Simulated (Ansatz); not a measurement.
**HgTe: zone-centre modes**

All numbers below come from DFT PBEsol, scalar-relativistic, plane waves, PAW (Ansatz 0.2.0). The runs took a 420 eV cutoff, a Γ-centred 12×12×8 mesh and Gaussian smearing (0.15 eV). Spin–orbit coupling is left out, which can shift energies with elements as heavy as these. No spin polarisation.

Zero of the scan (relaxed at this level; this rock-salt form isn't the usual structure):

```
CELL_PARAMETERS angstrom
2.99955 -3.00014 0.00000
2.99955 3.00014 0.00000
0.00000 0.00000 6.00867
ATOMIC_POSITIONS crystal
Hg 0.24982 0.75018 0.75000
Hg 0.75018 0.24982 0.25000
Te 0.74987 0.25013 0.75000
Te 0.25013 0.74987 0.25000
```

Harmonic modes by finite displacements of 0.02 Å, without the LO–TO term.

**Question.** At this geometry, is the structure stable against these modes?

**Answer.** Yes: no mode is imaginary beyond 10 cm⁻¹, and only the three translations lie near zero.

**Question.** List the wavenumbers in cm⁻¹.

**Answer.** 0, 0, 0, 27, 27, 42, 91, 92, 92, 107, 107, 128.

Cost: 1 run of about 5.3 core-minutes, on Intel Xeon 6975P-C (Granite Rapids) (shared hosts).